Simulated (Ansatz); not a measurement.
**BaZrO3 (Pm-3m): least direct gap against volume**

The cell of BaZrO3 (Pm-3m) is scaled evenly and the response computed anew at each volume, on one mesh. The atoms keep their fractional positions.

Cell: a, b, c = 4.191, 4.191, 4.191 Å (primitive vectors), 5 atoms.

Method: Ansatz 0.2.0, PBEsol, independent particles, k-mesh 6×6×6 with interpolation inside its cells, Gaussian parameter 0.1 eV.

Launch of the response step: `ansatz run input.yaml --threads 4 --pin off --max-ram 8192MiB --backend cpu --events-out ev --progress --plain --runs-dir out`. The series took 2.8 min in all, on 4 threads of AMD EPYC (Zen 3), on a shared host.

| V/V₀ | V (Å³, primitive cell) | least direct gap (eV) |
| --- | --- | --- |
| 0.94 | 69.21 | 3.3897 |
| 0.96 | 70.69 | 3.3808 |
| 0.98 | 72.16 | ? |
| 1.00 | 73.63 | 3.3505 |
| 1.02 | 75.10 | 3.3296 |
| 1.04 | 76.58 | 3.3062 |
| 1.06 | 78.05 | 3.2797 |

For small changes the quantity should be close to linear in ln V.

Working, on the rows shown:

| x = ln(V/V₀) | y = least direct gap |
| --- | --- |
| -0.0618754 | 3.3897 |
| -0.040822 | 3.3808 |
| 0 | 3.3505 |
| 0.0198026 | 3.3296 |
| 0.0392207 | 3.3062 |
| 0.0582689 | 3.2797 |

Means: x̄ = 0.0024325, ȳ = 3.3394. Σ(x − x̄)(y − ȳ) = -0.009777, Σ(x − x̄)² = 0.01079. Slope = -0.009777 / 0.01079 = -0.9066; intercept = ȳ − slope · x̄ = 3.3416. The line misses the rows shown by up to 0.0091 eV, in a bent pattern, so a parabola y = c₀ + c₁x + c₂x² is fitted. The sums Σx = 0.01459485, Σx² = 0.010820675, Σx³ = -3.8985522e-05, Σx⁴ = 3.1482784e-05, Σy = 20.0365, Σxy = 0.038960832 and Σx²y = 0.036138518 in the three normal equations give c₀ = 3.3503, c₁ = -0.9356, c₂ = -4.79; the parabola misses the rows by at most 0.00033 eV.

**Question.** Predict the last column of the withheld row from the fit.

**Answer.** At x = -0.020203 the parabola gives y = 3.3673 eV. The run gave 3.3675 eV, so the interpolation is off by 0.00022 eV, 0.2 % of the range in the table.

Between the rows on either side of x = 0 the slope is (3.3296 − 3.3675) / (0.019803 − (-0.020203)) = -0.9474. That is a volume deformation potential of -0.9 eV: the least direct gap on this mesh widens by 9 meV for each per cent of compression. PBEsol gaps are as a rule too small. Spin-orbit coupling is left out.
